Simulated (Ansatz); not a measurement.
# BaTiO3 (P4mm) in Ansatz: notebook

The runs below take BaTiO3 through band structure, single point, with PBE+U, PBE.

All numbers are computed with Ansatz 0.2.0; they aren't measurements. Logs are shortened: lines on timing, memory, paths and dates and some standing lists are left out, and cuts for length are marked.

### Step 1. The structure

It takes space group P4mm (No. 99, tetragonal). Conventional cell: a = 4.000 Å, b = 4.000 Å, c = 4.018 Å, α = 90.00°, β = 90.00°, γ = 90.00°. Around Ba (site symmetry 4mm) lie 12 O at 2.79 to 2.88 Å. Ti (site symmetry 4mm) has 6 O at 1.89 to 2.13 Å as nearest neighbours. O (site symmetry 2mm) has 2 Ti at 2.00 Å as nearest neighbours. O (site symmetry 4mm) is surrounded by 2 Ti at 1.89 to 2.13 Å.

### Step 2. Band structure, PBE+U

Input file input.yaml:

```yaml
crystal:
  lattice:
    - [3.9998, 0.0, 0.0]
    - [0.0, 3.9998, 0.0]
    - [0.0, 0.0, 4.018]
  atoms:
    - { symbol: Ba, position: [0.0, 0.0, 0.0] }
    - { symbol: Ti, position: [0.5, 0.5, 0.49] }
    - { symbol: O, position: [0.0, 0.5, 0.517] }
    - { symbol: O, position: [0.5, 0.0, 0.517] }
    - { symbol: O, position: [0.5, 0.5, 0.019] }
hamiltonian:
  xc: pbe
  pseudopotentials: { kind: paw }
  hubbard: { sites: [{ species: Ti, l: d, u_eff: 5.0 }] }
kpoints:
  mp_grid: { grid: [7, 7, 7] }
  band_path:
    path:
      - [[0.0, 0.0, 0.0], [0.0, 0.5, 0.0], [0.5, 0.5, 0.0], [0.0, 0.0, 0.0], [0.0, 0.0, 0.5], [0.0, 0.5, 0.5], [0.5, 0.5, 0.5], [0.0, 0.0, 0.5]]
      - [[0.0, 0.5, 0.0], [0.0, 0.5, 0.5]]
      - [[0.5, 0.5, 0.0], [0.5, 0.5, 0.5]]
    npoints: 14
scf:
  occupations: { method: fermi_dirac, width: 0.05 }
  n_extra_bands: 12
output:
  forces: true
  stress: true
  eigenvalues: true
  fatbands: false
```

Potentials or basis: Ansatz PAW.

Started as:

```sh
$ ansatz run input.yaml --threads 2 --pin off --max-ram 5632MiB --backend cpu --events-out ev --progress --plain --runs-dir out
```

Standard output:

```text
Warning: RAYON_NUM_THREADS=2 ignored (pool sized by the plan → 2); use --threads N
Ba: projections on atomic orbitals take those of the free atom [Kr 4d10] 5s2 5p6 6s2, of charge +0.00 (hamiltonian.pseudopotentials.projection_atoms); the dataset's partial waves leave at most 9.7e-6 of an orbital's norm unspanned inside its sphere
Ti: projections on atomic orbitals take those of the free atom [Ne] 3s2 3p6 3d2 4s2, of charge +0.00 (hamiltonian.pseudopotentials.projection_atoms); the dataset's partial waves leave at most 4.1e-7 of an orbital's norm unspanned inside its sphere
O: projections on atomic orbitals take those of the free atom [He] 2s2 2p4, of charge +0.00 (hamiltonian.pseudopotentials.projection_atoms); the dataset's partial waves leave at most 1.9e-8 of an orbital's norm unspanned inside its sphere
scf.n_extra_bands = 12 over 20 filled bands (N_el = 40.0): the run solves 32 bands
Engine: ansatz 0.2.0, aarch64-unknown-linux-gnu
Pseudopotentials: kind: paw
Pseudopotential: Ba, paw, valence charge 10, recommended cutoff 420 eV (normal), Ba.paw.azcp
Pseudopotential: Ti, paw, valence charge 12, recommended cutoff 420 eV (normal), Ti.paw.azcp
Pseudopotential: O, paw, valence charge 6, recommended cutoff 420 eV (normal), O.paw.azcp
Functional definition: PBE
  parameter kappa = 0.804
  parameter beta = 0.06672455060314922
  exchange = pbe_x(kappa = kappa, mu = beta*pi^2/3)
  correlation = pbe_c(beta = beta)
Crystal: 5 atoms, lattice volume = 64.282 Å³
Basis set: ecut = 420 eV, 1237 PW (Γ), exchange–correlation on 54×54×54 points (8 copies of the dense FFT grid, shifted against one another)
Bands: 32, of which v1, the nominal top of the filled ones, is band 20 counted from 1 (19 counted from 0)
Symmetry: 8 space group operations
Space group: P4mm (ITA 99), of the structure as read, at distance tolerance 4.0e-5 Å
k-points: 40 of 343 (time reversal used)
Non-local potential: Ba, projectors of the file, l = 0: 3, l = 1: 2, l = 2: 2, l = 3: 2
Non-local potential: Ti, projectors of the file, l = 0: 3, l = 1: 2, l = 2: 3, l = 3: 1
Non-local potential: O, projectors of the file, l = 0: 2, l = 1: 2, l = 2: 1
PAW form: soft (Blöchl's): semilocal exchange-correlation on the pseudo side does not see the compensation charge
PAW one-centre angular grid: Ba, 194 points (default); XC on 64 Gauss nodes
PAW one-centre angular grid: Ti, 590 points (default); XC on 64 Gauss nodes
PAW one-centre angular grid: O, 110 points (default); XC on 64 Gauss nodes
Initial density: superposition of atomic densities (chi_scale 0.1, normalization cell, long waves kept (reshape's long-wave potential 0.00 eV rms))
Initial wavefunctions: pseudopotential atomic-orbital guess
Functional: x = pbe(κ = 0.804, μ = 0.2195149727645171), c = pbe(β = 0.06672455060314922)
SCF iter   1: F=—  HF=-10156.139308 eV  |F-HF|=—  |Δ(HF+E_count)|=         —  Δρ=6.40e-2  dr2=3.96e0  ethr=3.10e-3  ⟨swp⟩=7.9  Hψ=7493  notcnv=0  defer=18
preconditioner: auto → Resta (q_TF=auto, 2.521 Å⁻¹)  ε∞=4.4  [insulator: Δε(μ)=3.835 eV  Ē_g=13.832 eV  σ=0.050 eV  W_gap=1.00  n_scr=18 (ndim 8)  ℏωp=25.4 eV  f_vac=0.000  D(μ)=0.00/eV (n_scr^D=0)  ε∞_Penn≈4.4]
SCF iter   2: F=—  HF=-10155.342825 eV  |F-HF|=—  |Δ(HF+E_count)|=   7.96e-1  Δρ=3.42e-2  dr2=6.51e-1  ethr=3.10e-3  ⟨swp⟩=3.1  Hψ=2796  notcnv=0  defer=258
SCF iter   3: F=—  HF=-10155.269888 eV  |F-HF|=—  |Δ(HF+E_count)|=   7.29e-2  Δρ=1.48e-2  dr2=1.75e-1  ethr=1.63e-3  ⟨swp⟩=2.4  Hψ=1672  notcnv=0  defer=258
SCF iter   4: F=—  HF=-10155.268476 eV  |F-HF|=—  |Δ(HF+E_count)|=   1.41e-3  Δρ=7.29e-3  dr2=2.87e-2  ethr=4.37e-4  ⟨swp⟩=2.6  Hψ=1769  notcnv=0  defer=258
SCF iter   5: F=—  HF=-10155.270139 eV  |F-HF|=—  |Δ(HF+E_count)|=   1.66e-3  Δρ=1.70e-3  dr2=1.82e-3  ethr=7.18e-5  ⟨swp⟩=2.6  Hψ=2350  notcnv=0  defer=260
SCF iter   6: F=—  HF=-10155.270684 eV  |F-HF|=—  |Δ(HF+E_count)|=   5.45e-4  Δρ=6.07e-4  dr2=2.09e-4  ethr=4.55e-6  ⟨swp⟩=2.6  Hψ=1910  notcnv=0  defer=260
SCF iter   7: F=—  HF=-10155.270709 eV  |F-HF|=—  |Δ(HF+E_count)|=   2.52e-5  Δρ=2.85e-4  dr2=5.12e-5  ethr=5.22e-7  ⟨swp⟩=2.0  Hψ=1617  notcnv=0  defer=260
SCF iter   8: F=—  HF=-10155.270708 eV  |F-HF|=—  |Δ(HF+E_count)|=   9.06e-7  Δρ=5.46e-5  dr2=1.45e-6  ethr=1.28e-7  ⟨swp⟩=2.1  Hψ=1634  notcnv=0  defer=260
SCF iter   9: F=—  HF=-10155.270709 eV  |F-HF|=—  |Δ(HF+E_count)|=   1.53e-6  Δρ=1.57e-5  dr2=2.31e-7  ethr=3.63e-9  ⟨swp⟩=2.1  Hψ=1789  notcnv=0  defer=260
SCF iter  10: F=-10155.270709 eV  HF=-10155.270709 eV  |F-HF|=3.92e-9  |Δ(HF+E_count)|=   5.60e-8  Δρ=2.30e-6  dr2=4.08e-9  ethr=2.50e-10  ⟨swp⟩=12.8  Hψ=7552  notcnv=0
SCF 1 converged in 10 iterations: F = -10155.270709 eV  dr2 = 4.08e-9
NSCF: frozen V_eff on 129 k-points
SCF converged after 10 iterations
Free energy (F): -10155.270709 eV
Harris-Foulkes:  -10155.270709 eV  (|F-HF|=3.92e-9)
Internal energy: -10155.270709 eV  (E = F + TS)
E sigma→0 (E₀):  -10155.270709 eV
Fermi energy:    11.755048 eV
--- Per-component energies (eV) ---
  E_band       = -144.419389
  E_kinetic    = 970.225687
  E_local      = -2093.653697  (includes V_loc(G=0)·N_el)
  E_nonlocal   = 201.717311
  E_hartree    = 814.320593
  E_xc         = -492.006480
  E_vxc        = -546.825800  (∫ρ·V_xc dr)
  E_hubbard    = 4.125310  (on-site DFT+U / exact-exchange correction)
  E_vhub       = 2.888208  (the Hubbard potential's part of the band-sum identity)
  E_paw        = -6743.628960  (= ΣΔE_a)
  E_vpaw       = -307.418425  (= ΣTr[D̂ρ^β])
  E_aug_tail   = 0.007464  (compensation charges beyond the density's cutoff)
  E_ewald      = -2816.377938
  E_smearing   = -0.000000  (= −TS)
  E_closure    = 0.000000  (closes the sum)
  Σ components = -10155.270709   (vs F -10155.270709, Δ=0.00e0)
--- Forces (eV/Å), atoms counted from 1 ---
  atom   1  Ba     0.00000000     0.00000000     0.02468826
  atom   2  Ti     0.00000000     0.00000000     0.16940942
  atom   3  O     -0.00000000    -0.00000000    -0.12321746
  atom   4  O     -0.00000000     0.00000000    -0.12321746
  atom   5  O      0.00000000     0.00000000     0.05232346
  max |Σ_I F_I| component: 1.38e-5 eV/Å
--- Stress (GPa, compression-positive) ---
        3.771691       0.000000       0.000000
        0.000000       3.771691       0.000000
        0.000000       0.000000       4.700678
  P = ⅓ Tr σ = 4.0814 GPa (40.814 kbar)
--- Band table (eV; the first three rows and the last of 40) ---
  k-point 0: bands = ["-47.4108", "-23.5926", "-23.5665", "-23.5665", "-14.2250", "-6.4292", "-5.6465", "-5.5841", "0.5737", "0.5737", "0.5756", "8.0475", "8.0661", "8.0661", "9.2789", "9.2789", "9.3479", "10.1996", "10.2447", "10.2447", "12.9710", "13.1002", "13.1002", "14.2215", "14.3069", "15.5800", "15.6548", "17.7728", "18.9475", "18.9475", "18.9633", "21.5513"]
  k-point 1: bands = ["-47.4107", "-23.6001", "-23.5662", "-23.5662", "-14.2034", "-6.4318", "-5.6552", "-5.5791", "0.6078", "0.6078", "0.6581", "7.7096", "8.0134", "8.0134", "9.1175", "9.1175", "9.1844", "9.7766", "10.1485", "10.1485", "12.9909", "13.3729", "13.3729", "14.2292", "14.7985", "15.9327", "16.0215", "18.2626", "18.9152", "19.1757", "19.1757", "21.5387"]
  k-point 2: bands = ["-47.4101", "-23.6172", "-23.5654", "-23.5654", "-14.1540", "-6.4888", "-5.6142", "-5.5678", "0.6869", "0.6869", "0.8411", "6.9988", "7.8447", "7.8447", "8.8587", "8.8711", "8.8711", "9.0765", "9.9457", "9.9457", "13.0365", "13.9305", "13.9305", "14.2422", "15.6330", "16.7494", "16.9470", "18.8053", "19.5258", "19.6874", "19.6874", "21.4228"]
  k-point 39: bands = ["-47.4088", "-23.6265", "-23.6022", "-23.6021", "-13.9658", "-5.6488", "-5.5463", "-5.5093", "-0.0243", "-0.0135", "0.0907", "5.9273", "6.7412", "6.7734", "8.1224", "8.2888", "8.3156", "10.3039", "10.3333", "10.4293", "14.8061", "14.8097", "14.8375", "17.1329", "17.3772", "17.5126", "17.8104", "18.0261", "20.3519", "20.3730", "21.1542", "21.4377"]
Occupation matrices written to <dir>
```

Wall time 27 s (2 threads of Arm Neoverse N1, shared host); peak memory 0.54 GiB.

What came out:

- Free energy: -10155.2707 eV
- Pressure: 4.1 GPa
- Largest force: 0.169 eV/Å
- Band gap on the k mesh: 2.54 eV, indirect (least direct gap 2.73 eV)
- Band gap along the path: 2.44 eV, indirect (least direct gap 2.73 eV)

Forces in eV/Å, atoms in the order of the input:
```
Ba   0.000  0.000  0.025
Ti   0.000  0.000  0.169
O    0.000  0.000 -0.123
O    0.000  0.000 -0.123
O    0.000  0.000  0.052
```

Stress tensor (GPa, compression positive):
```
3.77 0.00 0.00
0.00 3.77 0.00
0.00 0.00 4.70
```

Levels at the corners of the path, in eV from the valence-band top:
```csv
point,band 16,band 17,band 18,band 19,band 20,band 21,band 22,band 23,band 24,band 25
Γ,-1.25,-1.18,-0.33,-0.28,-0.28,2.44,2.57,2.57,3.70,3.78
X,-1.93,-1.65,-1.61,-0.96,-0.90,2.67,3.78,3.85,3.85,5.59
M,-2.49,-1.94,-0.96,-0.96,-0.05,3.86,3.86,4.16,4.46,7.36
Γ,-1.25,-1.18,-0.33,-0.28,-0.28,2.44,2.57,2.57,3.70,3.78
Z,-1.93,-1.77,-1.77,-0.76,-0.76,2.55,3.73,3.88,3.88,5.71
R,-2.44,-1.90,-0.90,-0.88,-0.13,3.87,3.89,4.12,4.57,7.33
A,-2.22,-2.19,-0.09,-0.09,0.00,4.36,4.36,4.39,6.49,6.67
Z,-1.93,-1.77,-1.77,-0.76,-0.76,2.55,3.73,3.88,3.88,5.71
X,-1.93,-1.65,-1.61,-0.96,-0.90,2.67,3.78,3.85,3.85,5.59
R,-2.44,-1.90,-0.90,-0.88,-0.13,3.87,3.89,4.12,4.57,7.33
M,-2.49,-1.94,-0.96,-0.96,-0.05,3.86,3.86,4.16,4.46,7.36
A,-2.22,-2.19,-0.09,-0.09,0.00,4.36,4.36,4.39,6.49,6.67
```

Eigenvalues of the final occupation matrices:
```tsv
site	spin	trace	eigenvalues
site 1	1	1.07	0.16 0.17 0.17 0.29 0.29
```

Caveat: the k mesh misses the band edges, so the gap on the mesh is wider than the one along the path; the pressure holds a Pulay correction of +0.5 GPa for the finite cutoff; spin-orbit coupling is left out, which moves the levels of the heavy elements.

### Step 3. Band structure, PBE+U

Changes to input.yaml since step 2:

```diff
@@ -14,3 +14,3 @@
   pseudopotentials: { kind: paw }
-  hubbard: { sites: [{ species: Ti, l: d, u_eff: 5.0 }] }
+  hubbard: { sites: [{ species: Ti, l: d, u_eff: 6.0 }] }
 kpoints:
```

Potentials or basis: Ansatz PAW.

Started as:

```sh
$ ansatz run input.yaml --threads 2 --pin off --max-ram 5632MiB --backend cpu --events-out ev --progress --plain --runs-dir out
```

Standard output:

```text
Warning: RAYON_NUM_THREADS=2 ignored (pool sized by the plan → 2); use --threads N
Ba: projections on atomic orbitals take those of the free atom [Kr 4d10] 5s2 5p6 6s2, of charge +0.00 (hamiltonian.pseudopotentials.projection_atoms); the dataset's partial waves leave at most 9.7e-6 of an orbital's norm unspanned inside its sphere
Ti: projections on atomic orbitals take those of the free atom [Ne] 3s2 3p6 3d2 4s2, of charge +0.00 (hamiltonian.pseudopotentials.projection_atoms); the dataset's partial waves leave at most 4.1e-7 of an orbital's norm unspanned inside its sphere
O: projections on atomic orbitals take those of the free atom [He] 2s2 2p4, of charge +0.00 (hamiltonian.pseudopotentials.projection_atoms); the dataset's partial waves leave at most 1.9e-8 of an orbital's norm unspanned inside its sphere
scf.n_extra_bands = 12 over 20 filled bands (N_el = 40.0): the run solves 32 bands
[... 10 set-up lines as earlier in the session ...]
Crystal: 5 atoms, lattice volume = 64.282 Å³
Basis set: ecut = 420 eV, 1237 PW (Γ), exchange–correlation on 54×54×54 points (8 copies of the dense FFT grid, shifted against one another)
Bands: 32, of which v1, the nominal top of the filled ones, is band 20 counted from 1 (19 counted from 0)
[... 2 set-up lines as earlier in the session ...]
k-points: 40 of 343 (time reversal used)
[... 8 set-up lines as earlier in the session ...]
[... 13 lines left out ...]
SCF 1 converged in 10 iterations: F = -10154.453748 eV  dr2 = 2.40e-9
NSCF: frozen V_eff on 129 k-points
SCF converged after 10 iterations
Free energy (F): -10154.453748 eV
Harris-Foulkes:  -10154.453748 eV  (|F-HF|=2.20e-9)
Internal energy: -10154.453748 eV  (E = F + TS)
E sigma→0 (E₀):  -10154.453748 eV
Fermi energy:    11.877378 eV
--- Per-component energies (eV) ---
  E_band       = -145.107382
  E_kinetic    = 970.253318
  E_local      = -2091.900704  (includes V_loc(G=0)·N_el)
  E_nonlocal   = 201.339504
  E_hartree    = 812.914000
  E_xc         = -492.103707
  E_vxc        = -546.948461  (∫ρ·V_xc dr)
  E_hubbard    = 4.852338  (on-site DFT+U / exact-exchange correction)
  E_vhub       = 3.414070  (the Hubbard potential's part of the band-sum identity)
  E_paw        = -6743.438033  (= ΣΔE_a)
  E_vpaw       = -307.099505  (= ΣTr[D̂ρ^β])
  E_aug_tail   = 0.007475  (compensation charges beyond the density's cutoff)
  E_ewald      = -2816.377938
  E_smearing   = -0.000000  (= −TS)
  E_closure    = 0.000000  (closes the sum)
  Σ components = -10154.453748   (vs F -10154.453748, Δ=0.00e0)
--- Forces (eV/Å), atoms counted from 1 ---
  atom   1  Ba     0.00000000     0.00000000     0.02088114
  atom   2  Ti     0.00000000     0.00000000     0.24300526
  atom   3  O     -0.00000000    -0.00000000    -0.12747394
  atom   4  O     -0.00000000     0.00000000    -0.12747394
  atom   5  O      0.00000000     0.00000000    -0.00895324
  max |Σ_I F_I| component: 1.47e-5 eV/Å
--- Stress (GPa, compression-positive) ---
        4.171123       0.000000       0.000000
        0.000000       4.171123       0.000000
        0.000000       0.000000       5.115174
  P = ⅓ Tr σ = 4.4858 GPa (44.858 kbar)
--- Band table (eV; the first three rows and the last of 40) ---
  k-point 0: bands = ["-47.6658", "-23.8331", "-23.8079", "-23.8079", "-14.1919", "-6.4006", "-5.5897", "-5.5267", "0.6048", "0.6048", "0.6066", "8.0557", "8.0754", "8.0754", "9.3246", "9.3246", "9.3891", "10.2333", "10.2847", "10.2847", "13.1742", "13.2865", "13.2865", "14.1821", "14.2659", "15.6199", "15.6955", "17.7905", "18.9544", "18.9544", "18.9710", "21.5816"]
  k-point 1: bands = ["-47.6657", "-23.8403", "-23.8076", "-23.8076", "-14.1703", "-6.4031", "-5.6015", "-5.5219", "0.6399", "0.6399", "0.6894", "7.7174", "8.0235", "8.0235", "9.1716", "9.1716", "9.2250", "9.8116", "10.1878", "10.1878", "13.1934", "13.5458", "13.5458", "14.1925", "14.7578", "15.9710", "16.0617", "18.2812", "18.9262", "19.1862", "19.1862", "21.5668"]
  k-point 2: bands = ["-47.6651", "-23.8567", "-23.8068", "-23.8068", "-14.1209", "-6.4564", "-5.5714", "-5.5110", "0.7212", "0.7212", "0.8732", "7.0100", "7.8569", "7.8569", "8.8980", "8.9397", "8.9397", "9.1127", "9.9806", "9.9806", "13.2374", "14.0796", "14.0796", "14.2093", "15.5940", "16.7861", "16.9840", "18.8235", "19.5459", "19.7071", "19.7071", "21.4505"]
  k-point 39: bands = ["-47.6639", "-23.8656", "-23.8421", "-23.8420", "-13.9317", "-5.6184", "-5.5153", "-5.4777", "0.0177", "0.0285", "0.1315", "5.9173", "6.7689", "6.8027", "8.2072", "8.3722", "8.4003", "10.3495", "10.3790", "10.4754", "14.9078", "14.9132", "14.9455", "17.1401", "17.3895", "17.5294", "17.7890", "18.0085", "20.3865", "20.4075", "21.1883", "21.4675"]
Occupation matrices written to <dir>
```

occupation_matrices:

```text
# The occupation matrices of the corrected shells as a run of Ansatz 0.0.0 ended. An entry of
# hamiltonian.hubbard.sites starts from them by `starting_ns: <path of this file>`, where that key's refused
# combinations let it.
# Free energy -10154.453748 eV.
# projection_atom_Ba: [Kr 4d10] 5s2 5p6 6s2
# projection_atom_Ti: [Ne] 3s2 3p6 3d2 4s2
# projection_atom_O: [He] 2s2 2p4
format: ansatz-occupation-matrices/1
state: converged
spin: unpolarized
projectors: all-electron-ortho-atomic
projection_frame: null
lattice: # Å
  - [3.9998, 0.0, 0.0]
  - [0.0, 3.9998, 0.0]
  - [0.0, 0.0, 4.018]
atoms: # fractions of the lattice vectors
  - {symbol: Ba, position: [0.0, 0.0, 0.0]}
  - {symbol: Ti, position: [0.5, 0.5, 0.49]}
  - {symbol: O, position: [0.0, 0.5, 0.517]}
  - {symbol: O, position: [0.5, 0.0, 0.517]}
  - {symbol: O, position: [0.5, 0.5, 0.019]}
sites: # a site counts the atoms from 0
  - {site: 1, l: d, shell: 3, starting_ns: [{spin: up, occupation_matrix: site1_d}]} # 2.097 electrons, filled orbitals 0
occupation_matrices: # on the real harmonics m = 0, +1, -1, ... of the Cartesian axes; of spinors up first
  site1_d:
    matrix:
      - [0.28845854461701426, 7.643625316022806e-18, -1.6263032587282567e-19, -3.642919299551295e-17, -4.336808689942018e-19]
      - [7.643625316022806e-18, 0.16067766171721834, 5.421010862427522e-20, 1.235990476633475e-17, 1.0842021724855044e-19]
      - [-1.0842021724855044e-19, 5.421010862427522e-20, 0.16067766171721834, -4.336808689942018e-19, 9.18861341181465e-18]
      - [-3.642919299551295e-17, 1.2576745200831851e-17, -4.336808689942018e-19, 0.2851697504609854, -2.710505431213761e-20]
      - [-4.336808689942018e-19, 0.0, 8.971772977317549e-18, -2.710505431213761e-20, 0.1534513711357173]
```

Run time: 27 s. Hardware: 2 threads of Arm Neoverse N1, shared host; peak memory 0.54 GiB.

What came out:

* Free energy: -10154.4537 eV
* Pressure: 4.5 GPa
* Largest force: 0.243 eV/Å
* Band gap on the k mesh: 2.70 eV, indirect (least direct gap 2.89 eV)
* Band gap along the path: 2.60 eV, indirect (least direct gap 2.89 eV)

Forces in eV/Å, atoms in the order of the input:
```
Ba   0.000  0.000  0.021
Ti   0.000  0.000  0.243
O    0.000  0.000 -0.127
O    0.000  0.000 -0.127
O    0.000  0.000 -0.009
```

Stress tensor (GPa, compression positive):
```
4.17 0.00 0.00
0.00 4.17 0.00
0.00 0.00 5.12
```

Levels at the corners of the path, in eV from the valence-band top:
| point | band 18 | band 19 | band 20 | band 21 | band 22 | band 23 |
| --- | --- | --- | --- | --- | --- | --- |
| Γ | -0.34 | -0.29 | -0.29 | 2.60 | 2.71 | 2.71 |
| X | -1.58 | -0.97 | -0.92 | 2.81 | 3.71 | 3.94 |
| M | -0.97 | -0.97 | -0.05 | 3.95 | 3.95 | 4.22 |
| Γ | -0.34 | -0.29 | -0.29 | 2.60 | 2.71 | 2.71 |
| Z | -1.74 | -0.78 | -0.78 | 2.71 | 3.65 | 3.96 |
| R | -0.91 | -0.89 | -0.13 | 3.96 | 3.97 | 4.18 |
| A | -0.09 | -0.09 | 0.00 | 4.41 | 4.41 | 4.44 |
| Z | -1.74 | -0.78 | -0.78 | 2.71 | 3.65 | 3.96 |
| X | -1.58 | -0.97 | -0.92 | 2.81 | 3.71 | 3.94 |
| R | -0.91 | -0.89 | -0.13 | 3.96 | 3.97 | 4.18 |
| M | -0.97 | -0.97 | -0.05 | 3.95 | 3.95 | 4.22 |
| A | -0.09 | -0.09 | 0.00 | 4.41 | 4.41 | 4.44 |

Eigenvalues of the final occupation matrices:
| site | spin | trace | eigenvalues |
| --- | --- | --- | --- |
| site 1 | 1 | 1.05 | 0.15 0.16 0.16 0.29 0.29 |

Caveat: the k mesh misses the band edges, so the gap on the mesh is wider than the one along the path; the pressure holds a Pulay correction of +0.5 GPa for the finite cutoff; spin-orbit coupling is left out, which moves the levels of the heavy elements.

[end of part 1 of 2]
